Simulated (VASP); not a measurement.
**Re: equation of state with PBE**

Crystal: Re.

```
Re
1.0
     0.00000    1.97500    1.97500
     1.97500    0.00000    1.97500
     1.97500    1.97500    0.00000
Re
1
Direct
  0.00000 0.00000 0.00000
```

This isn't the form of Re at room conditions, which is hcp.

```
Program                : VASP 6.6.1
Task                   : equation of state
Functional             : PBE
Potentials or basis    : VASP PAW PBE potentials, release 64 (Re)
Cutoff                 : 520 eV
k mesh                 : 12 × 12 × 12
Occupations            : fermi-dirac, width 0.05 eV
Spin                   : no spin polarisation
Further INCAR settings : ALGO = Normal; EDIFF = 1e-07; NBANDS = 10
```

```yaml
Equilibrium_volume: 14.99 Å³/atom
Bulk_modulus: 371 GPa
Pressure_derivative_of_the_bulk_modulus: 4.6
```

Energy against volume, from the lowest point:
```csv
volume (Å³/atom),energy (meV/atom)
14.483,19.96
14.791,2.09
15.099,0.00
15.407,11.99
15.716,36.54
16.024,72.27
16.332,117.97
```

All runs of the series together: 68 s on 1 thread of Intel(R) Xeon(R) Platinum 8488C (Sapphire Rapids), with other jobs on the host.

Spin-orbit coupling is left out, which matters for the levels of Re.
